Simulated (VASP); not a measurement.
# Si (Fd-3m) in VASP: a series of runs

One crystal, Si, is run at these levels: PBE; tasks: single point.

All numbers are computed with VASP 6.6.1; they aren't measurements. Logs are shortened: lines on timing, memory, paths and dates and some standing lists are left out, and cuts for length are marked.

### 1 The undisturbed crystal

It takes space group Fd-3m (No. 227, cubic). Conventional cell: a = 5.444 Å, b = 5.444 Å, c = 5.444 Å, α = 90.00°, β = 90.00°, γ = 90.00°. Si (site symmetry -43m) is surrounded by 4 Si at 2.36 Å.

### 2 Single point, PBE (grid = ENCUT=350 dk=1.6 cell=2x2x2 ISMEAR=0 SIGMA=0.05 LREAL=Auto EDIFF=1e-06)

INCAR

```
  PREC = Accurate
  ENCUT = 350
  EDIFF = 1E-6
  ISMEAR = 0
  SIGMA = 0.05
  LREAL = Auto
  LASPH = True
  NELM = 120
  ALGO = Fast
  ISIF = 2
  LWAVE = False
  LCHARG = False
  GGA = PE
  NBANDS = 40
```

KPOINTS

```
regular mesh
0
Gamma
  1 1 1
```

POSCAR

```
Si
1.0
    0.0000000000      5.4437023730      5.4437023730
    5.4437023730      0.0000000000      5.4437023730
    5.4437023730      5.4437023730      0.0000000000
Si
16
Direct
    0.2500000000      0.2500000000      0.2500000000
    0.2500000000      0.2500000000      0.7500000000
    0.2500000000      0.7500000000      0.2500000000
    0.2500000000      0.7500000000      0.7500000000
    0.7500000000      0.2500000000      0.2500000000
    0.7500000000      0.2500000000      0.7500000000
    0.7500000000      0.7500000000      0.2500000000
    0.7500000000      0.7500000000      0.7500000000
    0.3750000000      0.3750000000      0.3750000000
    0.3750000000      0.3750000000      0.8750000000
    0.3750000000      0.8750000000      0.3750000000
    0.3750000000      0.8750000000      0.8750000000
    0.8750000000      0.3750000000      0.3750000000
    0.8750000000      0.3750000000      0.8750000000
    0.8750000000      0.8750000000      0.3750000000
    0.8750000000      0.8750000000      0.8750000000
```

Potentials or basis: VASP PAW PBE potentials, release 64 (Si).

Run with:

```console
cat potpaw_PBE.64/Si/POTCAR > POTCAR
mpirun -np 1 vasp_std > vasp.out
```

OUTCAR:

```text
PREC = Accurate
   ENCUT = 350
   EDIFF = 1E-6
   ISMEAR = 0
   LREAL = Auto
   LASPH = True
   NELM = 120
   ISIF = 2
   GGA = PE

 Found      1 irreducible k-points:

 Following reciprocal coordinates:
            Coordinates               Weight
  0.000000  0.000000  0.000000      1.000000
   k-points           NKPTS =      1   k-points in BZ     NKDIM =      1   number of bands    NBANDS=     40
   number of dos      NEDOS =    301   number of ions     NIONS =     16
   total plane-waves  NPLWV = 110592
   dimension x,y,z NGX =    48 NGY =   48 NGZ =   48
   dimension x,y,z NGXF=    96 NGYF=   96 NGZF=   96
   ions per type =              16
   NGX,Y,Z   is equivalent  to a cutoff of  10.37, 10.37, 10.37 a.u.
   NGXF,Y,Z  is equivalent  to a cutoff of  20.73, 20.73, 20.73 a.u.
 SYSTEM =  unknown system
   PREC   = accura    normal or accurate (medium, high low for compatibility)
   ISTART =      0    job   : 0-new  1-cont  2-samecut
   ICHARG =      2    charge: 1-file 2-atom 10-const
   ISPIN  =      1    spin polarized calculation?
   LNONCOLLINEAR =      F non collinear calculations
   LSORBIT =      F    spin-orbit coupling
   LASPH  =      T    aspherical Exc in radial PAW
   ENCUT  =  350.0 eV  25.72 Ry    5.07 a.u.  11.74 11.74 11.74*2*pi/ulx,y,z
   NELM   =    120;   NELMIN=  2; NELMDL= -5     # of ELM steps
   EDIFF  = 0.1E-05   stopping-criterion for ELM
   LREAL  =      T    real-space projection
   EDIFFG = 0.1E-04   stopping-criterion for IOM
   NSW    =      0    number of steps for IOM
   IBRION =     -1    ionic relax: 0-MD 1-quasi-New 2-CG
   NFREE  =      0    steps in history (QN), initial steepest desc. (CG)
   ISIF   =      2    stress and relaxation
   ISYM   =      2    0-nonsym 1-usesym 2-fastsym
   POTIM  = 0.5000    time-step for ionic-motion
   TEBEG  =    0.0;   TEEND  =   0.0 temperature during run
   PSTRESS=    0.0 pullay stress
   NELECT =      64.0000    total number of electrons
   NUPDOWN=      -1.0000    fix difference up-down
   EMIN   =  10.00;   EMAX   =-10.00  energy-range for DOS
   EFERMI =   0.00;   METHOD = LEGACY
   ISMEAR =     0;   SIGMA  =   0.05  broadening in eV -4-tet -1-fermi 0-gaus
   EFERMI_NEDOS =   21; number of points for ismear=-14 and -15
   IALGO  =     68    algorithm
   IMIX   =      4    mixing-type and parameters
     AMIX     =   0.40;   BMIX     =  1.00
     AMIX_MAG =   1.60;   BMIX_MAG =  1.00
  volume/ion in A,a.u.               =      20.16       136.08
  Fermi-wavevector in a.u.,A,eV,Ry     =   0.954766  1.804247 12.402783  0.911579
  Thomas-Fermi vector in A             =   2.083543
   LORBIT       =      0    0 simple, 1 ext, 2 COOP (PROOUT), +10 PAW based schemes
   GGA     = PE    functional components
   LHFCALC =     F    Hartree Fock is set to
   AEXX    =    0.0000 exact exchange contribution
   IVDW    =     0    specifies the selected vdW correction
   LEPSILON=     F    determine dielectric tensor
   LRPA    =     F    only Hartree local field effects (RPA)
 non-spin polarized calculation
 RMM-DIIS sequential band-by-band and
 Gauss-broadening in eV      SIGMA  =   0.05
  energy-cutoff  :      350.00
  volume of cell :      322.64
 maximum number of plane-waves:      4813
 NGX is ok and might be reduce to    48
   NGX = 23   NGY = 23   NGZ = 23

 number of electron      63.9999991 magnetization

 Free energy of the ion-electron system (eV)
  ---------------------------------------------------
  ext. energy  EPLUGINS =         0.00000000
  ---------------------------------------------------
  free energy    TOTEN  =       -66.45436602 eV

  energy without entropy =      -66.45436602  energy(sigma->0) =      -66.45436602

 E-fermi :   6.3321     XC(G=0):  -9.1888

 val. band max:        6.0581323088   @ k =   0.0000   0.0000   0.0000
 cond. band min:       6.6711021204   @ k =   0.0000   0.0000   0.0000
 fundamental gap:      0.6129698115
 Fermi energy:         6.3320636952

 k-point     1 :       0.0000    0.0000    0.0000
  band No.  band energies     occupation
      1      -5.9075      2.00000
      2      -3.5740      2.00000
      3      -3.5740      2.00000
      4      -3.5740      2.00000
      5      -3.5740      2.00000
      6      -1.7666      2.00000
[... 32 lines left out ...]
     39       7.5310      0.00000
     40       7.5310      0.00000

------------------------ aborting loop because EDIFF is reached ----------------------------------------

  FORCE on cell =-STRESS in cart. coord.  units (eV):
  Direction    XX          YY          ZZ          XY          YZ          ZX
  --------------------------------------------------------------------------------------
  -------------------------------------------------------------------------------------
  Total       18.0728561     18.0728561     18.0728561     -0.0000000     -0.0000000     -0.0000000
  in kB       89.7478925     89.7478925     89.7478925     -0.0000000     -0.0000000     -0.0000000
  external PRESSURE =      89.7478925 kB  Pullay stress =       0.0000000 kB

 VOLUME and BASIS-vectors are now :
 -----------------------------------------------------------------------------
  energy-cutoff  :      350.00
  volume of cell :      322.64
      direct lattice vectors                 reciprocal lattice vectors
     0.000000000  5.443702373  5.443702373    -0.091849254  0.091849254  0.091849254
     5.443702373  0.000000000  5.443702373     0.091849254 -0.091849254  0.091849254
     5.443702373  5.443702373  0.000000000     0.091849254  0.091849254 -0.091849254

 POSITION                                       TOTAL-FORCE (eV/Angst)
 -----------------------------------------------------------------------------------
      2.72185      2.72185      2.72185        -0.000000      0.000000     -0.000000
      5.44370      5.44370      2.72185        -0.000000     -0.000000     -0.000000
      5.44370      2.72185      5.44370        -0.000000      0.000000     -0.000000
      8.16555      5.44370      5.44370        -0.000000      0.000000     -0.000000
      2.72185      5.44370      5.44370        -0.000000     -0.000000     -0.000000
      5.44370      8.16555      5.44370        -0.000000     -0.000000     -0.000000
[... 8 lines left out ...]
      6.80463      6.80463      9.52648         0.000000      0.000000      0.000000
      9.52648      9.52648      9.52648         0.000000     -0.000000      0.000000
 -----------------------------------------------------------------------------------
    total drift:                               -0.000000      0.000000     -0.000000

  FREE ENERGIE OF THE ION-ELECTRON SYSTEM (eV)
  ---------------------------------------------------
  free  energy   TOTEN  =       -66.4543660212 eV

  energy  without entropy=      -66.4543660212  energy(sigma->0) =      -66.45436602
```

Run time: 26 s. Hardware: 1 thread of Intel Xeon Platinum 8488C (Sapphire Rapids), shared host; peak memory 0.28 GiB.

These settings aren't checked as converged: the numbers below hold their error.

What came out:

```
Free energy            : -66.4544 eV
Pressure               : 9.0 GPa
Band gap on the k mesh : 0.61 eV
```

Caveat: the k mesh is coarse (spacing up to 1.00 Å⁻¹), so the values aren't converged; an odd mesh through Γ misses points on the zone boundary, where band edges often lie.

### 3 Single point, PBE (grid = ENCUT=350 dk=0.9 cell=2x2x2 ISMEAR=0 SIGMA=0.05 LREAL=Auto EDIFF=1e-06)

INCAR is that of step 2.

KPOINTS

```
regular mesh
0
Gamma
  2 2 2
```

POSCAR is that of step 2.

Potentials or basis: VASP PAW PBE potentials, release 64 (Si).

Run with:

```console
cat potpaw_PBE.64/Si/POTCAR > POTCAR
mpirun -np 1 vasp_std > vasp.out
```

Run time: 47 s. Hardware: 1 thread of Intel Xeon Platinum 8488C (Sapphire Rapids), shared host; peak memory 0.29 GiB.

The run converged, but some of its settings lie outside the range that counts as converged, so its numbers aren't taken as properties of the crystal.

Results:

- Free energy: -85.2776 eV
- Pressure: 1.8 GPa
- Band gap on the k mesh: 0.71 eV

Caveat: the k mesh is coarse (spacing up to 0.50 Å⁻¹), so the values aren't converged.

### 4 Single point, PBE (grid = ENCUT=350 dk=0.6 cell=2x2x2 ISMEAR=0 SIGMA=0.05 LREAL=Auto EDIFF=1e-06)

INCAR is that of step 3.

KPOINTS is that of step 3.

POSCAR is that of step 3.

Run with:

```console
cat potpaw_PBE.64/Si/POTCAR > POTCAR
mpirun -np 1 vasp_std > vasp.out
```

Wall time 49 s (1 thread of Intel Xeon Platinum 8488C (Sapphire Rapids), shared host); peak memory 0.3 GiB.

The run converged, but some of its settings lie outside the range that counts as converged, so its numbers aren't taken as properties of the crystal.

What came out:

- Free energy: -85.2776 eV
- Pressure: 1.8 GPa
- Band gap on the k mesh: 0.71 eV

Caveat: the k mesh is coarse (spacing up to 0.50 Å⁻¹), so the values aren't converged.

### 5 Single point, PBE (grid = ENCUT=250 dk=0.45 cell=2x2x2 ISMEAR=0 SIGMA=0.05 LREAL=Auto EDIFF=1e-06)

INCAR: that of step 4 with these lines changed.

```diff
@@ -1,3 +1,3 @@
   PREC = Accurate
-  ENCUT = 350
+  ENCUT = 250
   EDIFF = 1E-6
```

KPOINTS

```
regular mesh
0
Gamma
  3 3 3
```

POSCAR is that of step 4.

Run with:

```console
cat potpaw_PBE.64/Si/POTCAR > POTCAR
mpirun -np 1 vasp_std > vasp.out
```

It took 42 s on 1 thread of Intel Xeon Platinum 8488C (Sapphire Rapids), shared host; peak memory 0.22 GiB.

These settings aren't checked as converged: the numbers below hold their error.

What came out:

* Free energy: -86.4310 eV
* Band gap on the k mesh: 0.73 eV

Caveat: the cutoff is under 1.25 times the usual one of these potentials, so pressure, stress and relaxed cells hold a basis-set (Pulay) error; an odd mesh through Γ misses points on the zone boundary, where band edges often lie.

### 6 Single point, PBE (grid = ENCUT=300 dk=0.45 cell=2x2x2 ISMEAR=0 SIGMA=0.05 LREAL=Auto EDIFF=1e-06)

INCAR: that of step 5 with these lines changed.

```diff
@@ -1,3 +1,3 @@
   PREC = Accurate
-  ENCUT = 250
+  ENCUT = 300
   EDIFF = 1E-6
```

KPOINTS is that of step 5.

POSCAR is that of step 5.

Potentials or basis: VASP PAW PBE potentials, release 64 (Si).

Run with:

```console
cat potpaw_PBE.64/Si/POTCAR > POTCAR
mpirun -np 1 vasp_std > vasp.out
```

Wall time 61 s (1 thread of Intel Xeon Platinum 8488C (Sapphire Rapids), shared host); peak memory 0.3 GiB.

These settings aren't checked as converged: the numbers below hold their error.

Results:

```
Free energy            : -86.5484 eV
Pressure               : 1.2 GPa
Band gap on the k mesh : 0.73 eV
```

Caveat: the cutoff is under 1.25 times the usual one of these potentials, so pressure, stress and relaxed cells hold a basis-set (Pulay) error; an odd mesh through Γ misses points on the zone boundary, where band edges often lie.

### 7 The reference run

An earlier run on the cell as given: functional PBE; potentials or basis VASP PAW PBE potentials, release 64 (Si); cutoff 520 eV; k mesh 8 × 8 × 8; occupations fermi-dirac, width 0.05 eV; no spin polarisation.

* Pressure: 1.3 GPa
* Band gap on the k mesh: 0.63 eV, indirect (least direct gap 2.56 eV)
